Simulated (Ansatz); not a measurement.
Ni under changes of volume

One of the cells (10.597 Å³/atom); the others are scaled copies at fixed shape and fractional positions:

```xyz
1
Lattice="-1.3837 1.3837 1.3837 1.3837 -1.3837 1.3837 1.3837 1.3837 -1.3837" Properties=species:S:1:pos:R:3 pbc="T T T"
Ni    0.0000    0.0000    0.0000
```

This isn't the form of Ni at room conditions, which is fcc.

```yaml
Program: Ansatz 0.2.0
Functional: PBE
Potentials_or_basis: Ansatz PAW
Cutoff: "420 eV (not typed: the program's choice for these potentials)"
k_mesh: 13 × 13 × 13
Occupations: fermi-dirac, width 0.05 eV
Spin: collinear spin, ferromagnetic start
Starting_moments: "[1.0] μB"
```

```csv
volume (Å³/atom),energy over the lowest point (meV/atom),pressure (GPa),moment (μB per cell)
9.962,70.78,23.9,0.53
10.174,42.94,18.0,0.56
10.385,22.69,12.6,0.58
10.597,9.25,7.8,0.59
10.809,1.90,3.5,0.60
11.021,0.00,-0.3,0.61
11.233,?,?,?
```

What does the run at 11.233 Å³/atom give?

Energy over the lowest point 2.92 meV/atom; pressure -3.8 GPa; moment 0.61 μB per cell.

Worked out: A Birch-Murnaghan fit of order 3 (a polynomial in V^(-2/3)) to the other rows has its minimum at 10.99 Å³/atom with B0 = V·E''(V) = 195 GPa and B' = 4.6. It gives 3.05 meV/atom at 11.233 Å³/atom, against the run's 2.92, and -dE/dV = -4.0 GPa, against -3.8. A parabola through the other rows of the moment, of slope -0.0113 μB per Å³/atom there, extrapolates to 0.61 μB, against the run's 0.61.

Energies are extrapolated to zero smearing.
